Layered boron nitride, one fixed cell, twelve semilocal functionals. The "gap on path" is the distance from the highest occupied to the lowest empty level along the band path. The "direct gap on path" requires both levels to lie at the same wave vector.

Plane-wave Kohn–Sham DFT with ABINIT 10.8.3 for layered BN (P6_3/mmc, 4 atoms) in one fixed cell, a = 2.498 Å and c = 6.636 Å, without spin polarisation or spin–orbit coupling. All runs use a 12 × 12 × 4 k mesh and Fermi–Dirac occupations with a width of 0.05 eV; the gaps are read along the band path Γ–M–K–Γ–A–L–H–A.

| functional | potentials | wave cutoff | gap on path (eV) | direct gap on path (eV) |
| --- | --- | --- | --- | --- |
| LDA | PseudoDojo-NC-SR-LDA-v0.4.1-standard | 1142.88 eV | 4.091 | 4.547 |
| PBE | JTH-PAW-PBE-v2.0 | 707.496 eV | 4.244 | 4.646 |
| PBEsol | JTH-PAW-PBE-v2.0 | 707.496 eV | 4.136 | 4.584 |
| revPBE | JTH-PAW-PBE-v2.0 | 707.496 eV | 4.332 | 4.704 |
| RPBE | JTH-PAW-PBE-v2.0 | 707.496 eV | 4.344 | 4.717 |
| BLYP | JTH-PAW-PBE-v2.0 | 707.496 eV | 4.315 | 4.710 |
| BP86 | JTH-PAW-PBE-v2.0 | 707.496 eV | 4.252 | 4.675 |
| HCTH407 | JTH-PAW-PBE-v2.0 | 707.496 eV | 4.676 | 5.016 |
| PW91 | JTH-PAW-PBE-v2.0 | 707.496 eV | 4.251 | 4.657 |
| SOGGA | JTH-PAW-PBE-v2.0 | 707.496 eV | 4.114 | 4.561 |
| WC | JTH-PAW-PBE-v2.0 | 707.496 eV | 4.158 | 4.606 |
| rPW86PBE | JTH-PAW-PBE-v2.0 | 707.496 eV | 4.281 | 4.706 |

**1. Which functionals give the smallest and the largest gap?**

LDA gives the smallest gap, 4.091 eV, and HCTH407 the largest, 4.676 eV. The other ten, all gradient-corrected functionals (GGAs), lie between SOGGA and RPBE, a span of only 0.23 eV. HCTH407 stands 0.33 eV above RPBE, farther than that whole span. In every row the direct gap is larger than the smallest gap, so the gap is indirect whichever functional is used.

**2. Which ingredient of a functional moves the gap?**

A GGA multiplies the exchange energy density of LDA by an enhancement factor F(s). Here s = |∇ρ|/[2(3π²)^(1/3) ρ^(4/3)] measures how fast the electron density ρ changes on the scale of the local electron wavelength. PBE and revPBE use the same form, F = 1 + κ − κ/(1 + μs²/κ), the same μ and the same correlation. Only the ceiling κ differs.

For s → 0 both reduce to F = 1 + μs² and are the same functional; for large s, F tends to 1 + κ, which is higher in revPBE. Their gaps differ by 0.088 eV, so this difference must come from regions where the density varies strongly. Correlation counts as well: BLYP and BP86 share their exchange, yet their gaps differ by 0.063 eV.

**3. Why should stronger enhancement widen the gap?**

The bands feel a potential, which is the derivative of the energy with respect to the density. For a weak gradient the extra exchange energy density is proportional to −|∇ρ|²/ρ^(4/3). Its derivative gives an extra potential proportional to

2∇²ρ/ρ^(4/3) − (4/3)|∇ρ|²/ρ^(7/3).

At a density maximum ∇ρ vanishes and ∇²ρ is negative, so the extra potential attracts. At a minimum it repels. On an exponentially falling flank it repels too while s is moderate; far out, where the F of PBE levels off, the extra potential turns attractive. At moderate s, gradient-corrected exchange is therefore expected to lower an electron's energy where the density peaks and to raise it where the density is thin.

PBE and revPBE share this weak-gradient term and part only beyond it. Because F levels off later in revPBE, its potential is expected to repel more strongly on the steeper flanks.

A nearly free electron in a weak cosine potential shows what follows. At the zone boundary one standing wave sits in the troughs of the potential and the other on its crests, and a stronger cosine drives their energies apart. The comparison ends there, because BN owes most of its gap to the difference between boron and nitrogen, not to a weak ripple.

In BN the top valence states are, by standard chemistry, π states mainly on nitrogen, where the density is high. The lowest empty states are π* states mainly on boron, and they reach more into thin density. The extra repulsion should therefore lift the empty states more. The band edges of these runs move that way: from PBE to revPBE the valence edge rises by 0.10 eV and the conduction edge by 0.18 eV. This supports the argument without proving it, since the orbitals themselves were not analysed and the separate shifts, unlike the gap, depend on the energy zero of each run.

**4. Can one number place a functional in the series?**

For the smallest gap it can, within a family. The number is F − 1 at s = 2, and a straight line in it was fitted to the six rows that use PBE correlation: PBE, revPBE, RPBE, SOGGA, WC and rPW86PBE. The slope is about 1.0 eV per unit of F.

PBE and revPBE serve as a worked case; both were part of the fit.

- PBE has μ ≈ 0.22 and κ ≈ 0.80. At s = 2, μs² = 0.88 and μs²/κ = 1.1, so F − 1 = 0.80 × 1.1/2.1 ≈ 0.42.
- revPBE has the same μ and κ ≈ 1.2. Now μs²/κ ≈ 0.73, so F − 1 = 1.2 × 0.73/1.73 ≈ 0.51.
- The difference, 0.09, times 1.0 eV gives 0.09 eV, as the two runs do.

The fitted rows scatter about the line by roughly 0.006 eV, which is no more than the rounding of F and the sampling of the band path allow. The same line drawn with F at s = 1 scatters seven times as much; its worst miss is rPW86PBE, which it puts 0.07 eV too high. This points to gradients above s = 1 as the place where these functionals part, but s = 2 is a fitted marker, not a gradient measured in BN. Nor does question 3 derive it: the potential depends on the slope and curvature of F, not on its value at one s. PBEsol and PW91, which were outside the fit, also fall within about 0.01 eV of the line. The output below gives the remaining misses.

For another GGA with PBE correlation in this same cell, the recipe for the smallest gap is to work out F at s = 2 and see between which rows it falls. It does not carry over unchanged to the direct gap, where rPW86PBE (4.706 eV) is level with revPBE (4.704 eV) although its F − 1 at s = 2 is 0.46 against 0.51. Outside their range the line is untested.

**5. Why does the line fail for LDA and HCTH407?**

In the limit F = 1 the line predicts 3.82 eV, while LDA gives 4.09 eV. That limit is not LDA, however. It stands for LDA exchange combined with PBE correlation, which keeps its own gradient term. This term acts against the one in exchange; PBE is built so that the two nearly cancel when the density varies weakly. Taking away only the exchange part should therefore leave a gap below that of LDA, which is the sign of the miss. It is unlikely to account for the whole 0.27 eV: PBEsol has a weaker gradient term in its correlation than PBE, yet lies only about 0.01 eV above the line. Much of the miss is probably that of a line extended too far, and the shares remain untested: the limit lies far outside the range of the fitted rows, no run combines the two parts in this way, and the LDA row also has other potentials and another cutoff.

For HCTH407 the line is too low by 0.38 eV, and the runs do not single out a cause. This functional stands outside the family: its correlation is not that of PBE, and its exchange, with several fitted coefficients, does not reduce to LDA exchange even where the density is uniform. Like the other GGAs it was run with datasets made for PBE, a mismatch that may weigh more for a functional so unlike PBE. Any of these could matter, and a run with matching datasets would be the first thing to try. The band edges do not decide the matter. Relative to PBE the valence edge falls by 0.13 eV while the conduction edge rises by 0.30 eV, but each shift on its own depends on the energy zero.

**6. Which digits can be trusted?**

For the smallest gap, differences below about 0.01 eV should not be read. The band path was not sampled with the same number of points in every run, so the valence top is not met equally closely. It also falls between the points of the regular mesh, so the mesh gap exceeds the path gap by 0.03 to 0.04 eV, and the amount changes from row to row. PBE, PW91 and BP86, which lie within 0.008 eV of each other, therefore cannot be ranked from this column alone; their mesh gaps, taken at the same k points, keep the same order within about 0.01 eV.

The direct gap is safer, because path and mesh agree on it to the last printed digit. It separates PBE from BP86 by 4.675 − 4.646 = 0.029 eV, although their smallest gaps are nearly equal.

A second uncertainty cannot be read from the digits. In all the PAW runs the atomic spheres overlap, since their radii add up to 1.54 Å while the bond is 1.442 Å long, and all the GGAs other than PBE borrow the PBE datasets. How far this shifts the gaps was not tested. The LDA row has potentials of another kind, so its place 0.023 eV below SOGGA is not secure either.

**7. What would change if each functional could choose its own cell?**

The comparison would then mix two effects. In the common cell RPBE feels a pressure of about +9 GPa and would expand, while LDA feels about −3 GPa and would contract. The distance between the layers would be the weak point: these functionals lack the long-range dispersion attraction, no correction for it was added, and GGAs such as PBE and RPBE are expected to leave the layers much too far apart. The gap would respond to the new spacings as well as to the new potential. The table isolates the second effect, so its differences should not be carried over to relaxed structures.

**8. Is the functional with the largest gap the best one for BN?**

The table gives no ground for that choice. Semilocal functionals normally place the gap of an insulator too low; for this material the measured value is roughly 6 eV, a recalled figure. Every row falls short of it by more than 1 eV, several times the 0.23 eV that separates SOGGA from RPBE. HCTH407 comes closest, but for a reason that question 5 had to leave open.

Exchanging one GGA for another does not cure the shortfall. A realistic gap needs a method that treats the gap itself better, such as a hybrid functional or a quasiparticle calculation, and the present rows show that, HCTH407 apart, little of the shortfall depends on the choice of GGA.

Printed output of the fit:

```
PBE direct gap less smallest gap, eV: 0.402
gap RPBE less SOGGA, eV: 0.23
direct gap RPBE less SOGGA, eV: 0.156
gap HCTH407 less RPBE, eV: 0.332
gap SOGGA less LDA, eV: 0.023
gap revPBE less PBE, eV: 0.088
gap BLYP less BP86, eV: 0.063
gap BP86 less PBE, eV: 0.008
smallest excess of mesh gap over path gap, eV: 0.0305
largest excess of mesh gap over path gap, eV: 0.044
valence edge revPBE less PBE, eV: 0.0953
conduction edge revPBE less PBE, eV: 0.1807
valence edge SOGGA less PBE, eV: -0.0293
conduction edge SOGGA less PBE, eV: -0.1572
valence edge HCTH407 less PBE, eV: -0.1339
conduction edge HCTH407 less PBE, eV: 0.3027
fit of gap_on_path on 6 rows (pc > 0): constant 3.82 +/- 0.015, coefficient of F2 0.9983 +/- 0.035; rms 0.0059, worst WC 0.011, leave-one-out rms 0.0094
  rows outside the fit (model, value, miss): LDA 3.82, 4.091, -0.271; PBEsol 4.129, 4.136, -0.00697; BLYP 4.289, 4.315, -0.0262; BP86 4.289, 4.252, 0.0368; HCTH407 4.299, 4.676, -0.377; PW91 4.249, 4.251, -0.00217
fit of gap_on_path on 6 rows (pc > 0): constant 3.897 +/- 0.1, coefficient of F1 2.05 +/- 0.58; rms 0.0421, worst rPW86PBE 0.067, leave-one-out rms 0.0679
  rows outside the fit (model, value, miss): LDA 3.897, 4.091, -0.194; PBEsol 4.123, 4.136, -0.0135; BLYP 4.266, 4.315, -0.049; BP86 4.266, 4.252, 0.014; HCTH407 4.102, 4.676, -0.574; PW91 4.266, 4.251, 0.015
```
